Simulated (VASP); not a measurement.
# Au (Fm-3m) in VASP: settings compared, part 2 of 2

VASP 6.6.1.

### 3 Relaxation of cell and atoms, PBE

This run uses another cell than the first one, of 18.00 Å³/atom, 1.068 times its volume.

INCAR reads:

```
  PREC = Accurate
  ENCUT = 300
  EDIFF = 1E-7
  ISMEAR = 1
  SIGMA = 0.1
  LREAL = False
  LASPH = True
  NELM = 80
  ALGO = Normal
  ISIF = 3
  LWAVE = False
  LCHARG = False
  GGA = PE
  IBRION = 2
  NSW = 90
  EDIFFG = -0.005
```

KPOINTS reads:

```
Automatic mesh
0
Gamma
  8 8 8
```

POSCAR reads:

```
Au                                      
1.0
    0.0000000000      2.0799396457      2.0799396457
    2.0799396457      0.0000000000      2.0799396457
    2.0799396457      2.0799396457      0.0000000000
  Au            
     1
Direct
     0.0000000000000000    0.0000000000000000    0.0000000000000000
```

Potentials or basis: VASP PAW PBE potentials, release 64 (Au).

Started as:

```console
$ cat potpaw_PBE.64/Au/POTCAR > POTCAR
$ mpirun -np 1 vasp_std > vasp.out
```

OUTCAR:

```text
PREC = Accurate
   ENCUT = 300
   EDIFF = 1E-7
   ISMEAR = 1
   LREAL = False
   LASPH = True
   NELM = 80
   ISIF = 3
   GGA = PE
   IBRION = 2
   NSW = 90
   EDIFFG = -0.005

 ion  position               nearest neighbor table
   1  0.000  0.000  0.000-

  LATTYP: Found a face centered cubic cell.
 ALAT       =     4.1598792914

  Lattice vectors:

 A1 = (   0.0000000000,   2.0799396457,   2.0799396457)
 A2 = (   2.0799396457,   0.0000000000,   2.0799396457)
 A3 = (   2.0799396457,   2.0799396457,   0.0000000000)

Analysis of symmetry for initial positions (statically):
=====================================================================
 Subroutine PRICEL returns:
 Original cell was already a primitive cell.

 Routine SETGRP: Setting up the symmetry group for a
 face centered cubic supercell.

 Subroutine GETGRP returns: Found 48 space group operations
 (whereof 48 operations were pure point group operations)
 out of a pool of 48 trial point group operations.

The static configuration has the point symmetry O_h .

Analysis of symmetry for dynamics (positions and initial velocities):
=====================================================================
 Subroutine PRICEL returns:
 Original cell was already a primitive cell.

[... 224 lines left out ...]
--------------------------------------- Ionic step        3  -------------------------------------------

 number of electron      11.0000003 magnetization

 Free energy of the ion-electron system (eV)
  ---------------------------------------------------
  ext. energy  EPLUGINS =         0.00000000
  ---------------------------------------------------
  free energy    TOTEN  =        -3.19169114 eV

  energy without entropy =       -3.19066257  energy(sigma->0) =       -3.19134828

 E-fermi :   8.5107     XC(G=0): -12.4059

 val. band max:        8.4636495211   @ k =   0.5000   0.2500   0.1250
 cond. band min:       8.7398851827   @ k =   0.5000   0.3750   0.1250
 fundamental gap:      0.2762356616
 Fermi energy:         8.5107396842

 k-point     1 :       0.0000    0.0000    0.0000
  band No.  band energies     occupation
      1      -0.6894      2.00000
      2       4.2233      2.00000
      3       4.2233      2.00000
      4       4.2233      2.00000
      5       5.6055      2.00000
      6       5.6055      2.00000
      7      23.2147      0.00000
      8      26.9118      0.00000
      9      26.9118      0.00000
[... 265 lines left out ...]
 k-point    24 :      -0.3750    0.2500    0.1250
  band No.  band energies     occupation
      1       2.7417      2.00000
      2       3.6211      2.00000
      3       4.6499      2.00000
      4       4.9905      2.00000
      5       6.5757      2.00000
      6      11.2436      0.00000
      7      11.4699      0.00000
      8      20.4069      0.00000
      9      21.4555      0.00000

 [... further k-points ...]

------------------------ aborting loop because EDIFF is reached ----------------------------------------

  FORCE on cell =-STRESS in cart. coord.  units (eV):
  Direction    XX          YY          ZZ          XY          YZ          ZX
  --------------------------------------------------------------------------------------
  -------------------------------------------------------------------------------------
  Total        0.0011884      0.0011884      0.0011884     -0.0000000      0.0000000     -0.0000000
  in kB        0.1060665      0.1060665      0.1060665     -0.0000000      0.0000000     -0.0000000
  external PRESSURE =       0.1060665 kB  Pullay stress =       0.0000000 kB
[... 16 lines left out ...]
  FREE ENERGIE OF THE ION-ELECTRON SYSTEM (eV)
  ---------------------------------------------------
  free  energy   TOTEN  =        -3.1916911395 eV

  energy  without entropy=       -3.1906625700  energy(sigma->0) =       -3.19134828

 reached required accuracy - stopping structural energy minimisation
```

OSZICAR:

```text
N       E                     dE             d eps       ncg     rms          rms(c)
DAV:   1     0.198773737206E+02    0.19877E+02   -0.42485E+03   683   0.662E+02
DAV:   2    -0.333011983408E+01   -0.23207E+02   -0.22114E+02   550   0.138E+02
DAV:   3    -0.344613508745E+01   -0.11602E+00   -0.11599E+00   665   0.992E+00
[... 20 lines left out ...]
DAV:   2    -0.319174010165E+01    0.10526E-02   -0.36895E-03   525   0.575E-01    0.788E-02
DAV:   3    -0.319169454133E+01    0.45560E-04   -0.20212E-04   531   0.129E-01    0.597E-02
DAV:   4    -0.319169136175E+01    0.31796E-05   -0.72621E-06   538   0.192E-02    0.676E-04
DAV:   5    -0.319169123824E+01    0.12351E-06   -0.11086E-07   457   0.313E-03    0.353E-04
DAV:   6    -0.319169113948E+01    0.98760E-07   -0.96892E-09   273   0.883E-04
   3 F= -.31916911E+01 E0= -.31913483E+01  d E =-.462855E-04
```

CONTCAR:

```text
Au
   1.00000000000000
     0.0000000000000000    2.0782338242252569    2.0782338242252569
     2.0782338242252569    0.0000000000000000    2.0782338242252569
     2.0782338242252569    2.0782338242252569   -0.0000000000000000
  Au
     1
Direct
     0.0000000000000000    0.0000000000000000    0.0000000000000000

  0.00000000E+00  0.00000000E+00  0.00000000E+00
```

Run time: 7.3 s. Hardware: 1 thread of Intel Xeon Platinum 8559C (Emerald Rapids), shared host; peak memory 0.11 GiB.

What came out:

- Free energy: -3.1917 eV
- Relaxed volume: 17.95 Å³/atom
- Relaxed cell: a = 2.939 Å, b = 2.939 Å, c = 2.939 Å, α = 60.00°, β = 60.00°, γ = 60.00°
- Space group after relaxing (to 0.05 Å): Fm-3m (No. 225)
- Energy gained by relaxing: 0.0 meV/atom
- Ionic steps: 3
- Pressure after relaxing: 0.0 GPa
- Band gap on the k mesh: none (metal or under the smearing width)

Final structure:
```
CELL_PARAMETERS angstrom
0.00000 2.07823 2.07823
2.07823 0.00000 2.07823
2.07823 2.07823 0.00000
ATOMIC_POSITIONS crystal
Au 0.00000 0.00000 0.00000
```

Levels at points of the mesh, in eV from the Fermi level:
| k point | band 4 | band 5 | band 6 | band 7 | band 8 | band 9 |
| --- | --- | --- | --- | --- | --- | --- |
| (0.00, 0.00, 0.00) | -4.29 | -2.91 | -2.91 | 14.70 | 18.40 | 18.40 |
| (0.50, 0.00, 0.00) | -1.81 | -1.81 | -0.60 | 2.92 | 14.14 | 16.85 |
| (0.50, 0.50, 0.00) | -1.52 | -1.52 | 1.29 | 5.48 | 9.98 | 9.98 |

### 4 Relaxation of cell and atoms, PBEsol

INCAR reads:

```
PREC     = Accurate       # precision mode
ENCUT    = 600            # plane-wave cutoff, eV
EDIFF    = 1E-6           # SCF threshold, eV
ISMEAR   = 1              # smearing method
SIGMA    = 0.1            # smearing width, eV
LREAL    = False          # projectors in reciprocal space
LASPH    = True           # aspherical terms in the spheres
NELM     = 80             # most SCF steps
ALGO     = Normal         # electronic algorithm
ISIF     = 3              # what is computed and relaxed
LWAVE    = False          # write WAVECAR
LCHARG   = False          # write CHGCAR
GGA      = PS             # functional
IBRION   = 2              # ionic algorithm
NSW      = 90             # ionic steps
EDIFFG   = -0.01          # ionic threshold
```

KPOINTS reads:

```
regular mesh
0
Gamma
  16 16 16
```

POSCAR reads:

```
Au
1.0
    0.0000000000      2.0350000000      2.0350000000
    2.0350000000      0.0000000000      2.0350000000
    2.0350000000      2.0350000000      0.0000000000
Au
1
Direct
    0.0000000000      0.0000000000      0.0000000000
```

Started as:

```console
$ cat potpaw_PBE.64/Au/POTCAR > POTCAR
$ mpirun -np 1 vasp_std > vasp.out
```

It took 22 s on 1 thread of AMD EPYC 9R45 (Zen 5), shared host; peak memory 0.14 GiB.

Results (log left out):

- Free energy: -3.9236 eV
- Relaxed volume: 17.00 Å³/atom
- Relaxed cell: a = 2.886 Å, b = 2.886 Å, c = 2.886 Å, α = 60.00°, β = 60.00°, γ = 60.00°
- Space group after relaxing (to 0.05 Å): Fm-3m (No. 225)
- Energy gained by relaxing: 0.7 meV/atom
- Ionic steps: 3
- Pressure after relaxing: 0.0 GPa
- Band gap on the k mesh: none (metal or under the smearing width)

The path:
| step | energy change (eV) | largest force (eV/Å) | pressure (GPa) | volume (Å³) |
| --- | --- | --- | --- | --- |
| 1 | 0.0000 | 0.0000 | 1.57 | 16.85 |
| 2 | 0.0014 | 0.0000 | -2.56 | 17.26 |
| 3 | -0.0007 | 0.0000 | 0.00 | 17.00 |

Final structure:
```
CELL_PARAMETERS angstrom
0.00000 2.04085 2.04085
2.04085 0.00000 2.04085
2.04085 2.04085 0.00000
ATOMIC_POSITIONS crystal
Au 0.00000 0.00000 0.00000
```

Levels at points of the mesh, in eV from the Fermi level:
| k point | band 2 | band 3 | band 4 | band 5 | band 6 | band 7 | band 8 | band 9 |
| --- | --- | --- | --- | --- | --- | --- | --- | --- |
| (0.00, 0.00, 0.00) | -4.66 | -4.66 | -4.66 | -3.12 | -3.12 | 14.53 | 18.54 | 18.54 |
| (0.50, 0.00, 0.00) | -4.69 | -4.69 | -1.91 | -1.91 | -1.00 | 3.10 | 13.97 | 17.15 |
| (0.50, 0.50, 0.00) | -6.73 | -1.95 | -1.59 | -1.59 | 0.99 | 5.80 | 10.00 | 10.00 |

Caveat: the PAW data sets were made with another functional, which shifts forces and pressure a little. The run has no spin-orbit coupling, so splittings on Au are missing.

### 5 Relaxation of cell and atoms, PBEsol

This run uses another cell than the first one, of 17.00 Å³/atom, 1.009 times its volume.

Edit INCAR of step 4 so:

```diff
@@ -2,3 +2,3 @@
 ENCUT    = 600            # plane-wave cutoff, eV
-EDIFF    = 1E-6           # SCF threshold, eV
+EDIFF    = 1E-7           # SCF threshold, eV
 ISMEAR   = 1              # smearing method
@@ -15,2 +15,2 @@
 NSW      = 90             # ionic steps
-EDIFFG   = -0.01          # ionic threshold
+EDIFFG   = -0.005         # ionic threshold
```

KPOINTS is that of step 4.

POSCAR reads:

```
Au                                      
1.0
    0.0000000000      2.0408538050      2.0408538050
    2.0408538050      0.0000000000      2.0408538050
    2.0408538050      2.0408538050     -0.0000000000
  Au            
     1
Direct
     0.0000000000000000    0.0000000000000000    0.0000000000000000
```

Started as:

```console
$ cat potpaw_PBE.64/Au/POTCAR > POTCAR
$ mpirun -np 1 vasp_std > vasp.out
```

Wall time 12 s (1 thread of AMD EPYC 9R45 (Zen 5), shared host); peak memory 0.13 GiB.

Results (log left out):

* Free energy: -3.9236 eV
* Pressure after relaxing: 0.0 GPa
* Band gap on the k mesh: none (metal or under the smearing width)

Final structure:
```xyz
1
Lattice="0.0000 2.0409 2.0409 2.0409 0.0000 2.0409 2.0409 2.0409 0.0000" Properties=species:S:1:pos:R:3 pbc="T T T"
Au    0.0000    0.0000    0.0000
```

Levels at points of the mesh, in eV from the Fermi level:
| k point | band 2 | band 3 | band 4 | band 5 | band 6 | band 7 | band 8 | band 9 |
| --- | --- | --- | --- | --- | --- | --- | --- | --- |
| (0.00, 0.00, 0.00) | -4.66 | -4.66 | -4.66 | -3.12 | -3.12 | 14.53 | 18.54 | 18.54 |
| (0.50, 0.00, 0.00) | -4.69 | -4.69 | -1.91 | -1.91 | -1.00 | 3.10 | 13.97 | 17.15 |
| (0.50, 0.50, 0.00) | -6.73 | -1.95 | -1.59 | -1.59 | 0.98 | 5.80 | 10.00 | 10.00 |

Caveat: the relaxation stopped at its first step, so nothing moved; the PAW data sets were made with another functional, which shifts forces and pressure a little. The run has no spin-orbit coupling, so splittings on Au are missing.
